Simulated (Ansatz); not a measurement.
Geometry optimisation, Ansatz 0.2.0, DFT PBE, scalar-relativistic, plane waves, PAW.

Input:

```yaml
crystal:
  lattice:
    - [0.0, 3.57, 3.57]
    - [3.57, 0.0, 3.57]
    - [3.57, 3.57, 0.0]
  atoms:
    - { symbol: C, position: [0.0, 0.0, 0.0] }
    - { symbol: C, position: [0.125, 0.125, 0.125] }
    - { symbol: C, position: [0.0, 0.0, 0.5] }
    - { symbol: C, position: [0.125, 0.125, 0.625] }
    - { symbol: C, position: [0.0, 0.5, 0.0] }
    - { symbol: C, position: [0.125, 0.625, 0.125] }
    - { symbol: C, position: [0.0, 0.5, 0.5] }
    - { symbol: C, position: [0.125, 0.625, 0.625] }
    - { symbol: C, position: [0.5, 0.0, 0.0] }
    - { symbol: C, position: [0.625, 0.125, 0.125] }
    - { symbol: C, position: [0.5, 0.0, 0.5] }
    - { symbol: C, position: [0.625, 0.125, 0.625] }
    - { symbol: C, position: [0.5, 0.5, 0.0] }
    - { symbol: C, position: [0.625, 0.625, 0.125] }
    - { symbol: C, position: [0.5, 0.5, 0.5] }
    - { symbol: C, position: [0.625, 0.625, 0.625] }
    - { symbol: H, position: [-0.19366107, 0.80652197, 1.07127495], spin: 1.0 }
magnetization:
  spin_polarized: true
basis:
  ecutwfc: 420.0
kpoints:
  mp_grid: { grid: [3, 3, 3] }
hamiltonian:
  xc: pbe
scf:
  occupations: { method: gaussian, width: 0.02 }
  lower_state_search: "off"
relax:
  f_tol: 0.03
  max_steps: 60
  adjacent_minimum: "off"
```

Run as:

```bash
$ ansatz run input.yaml --threads 2 --pin off --max-ram 5120MiB --backend cpu --events-out ev --progress --plain --runs-dir out
```

Question: Where does it end, and by what steps?

Answer: The forces met the threshold. The force dipped under the threshold on the way, but the program's further checks kept it going. Limits of this set-up: coarse k mesh, a small cell, in which the defect meets its images. After 7 steps the energy has fallen by 0.729 eV; H17 moved furthest, 0.69 Å.

```csv
step,energy less start (eV),largest force component (eV/Å),accepted
0,0.0000,1.398,yes
1,-0.0951,0.743,yes
2,-0.1410,0.341,yes
3,-0.2066,0.577,yes
4,-0.3837,1.228,yes
5,-0.6572,0.532,yes
6,-0.7293,0.026,yes
7,-0.7293,0.025,yes
```

```xyz
17
Lattice="0.0000 3.5700 3.5700 3.5700 0.0000 3.5700 3.5700 3.5700 0.0000" Properties=species:S:1:pos:R:3
C -0.026 -0.026 0.045
C 0.864 0.863 0.919
C 1.759 1.759 0.024
C 2.655 2.655 0.919
C 1.738 -0.026 1.809
C 2.652 0.867 2.701
C 3.544 1.781 1.809
C 4.434 2.655 2.698
C -0.026 1.738 1.809
C 0.867 2.652 2.701
C 1.781 3.544 1.809
C 2.655 4.434 2.698
C 1.759 1.759 3.594
C 2.653 2.653 4.487
C 3.545 3.545 3.572
C 4.437 4.437 4.486
H 7.113 3.543 1.807
```

Whether the end is a true minimum wasn't checked by a vibrational analysis.

Time of the run: 45 s on 2 threads of Intel(R) Xeon(R) Platinum 8488C (Sapphire Rapids), with other jobs on the host, peak memory 0.62 GiB.
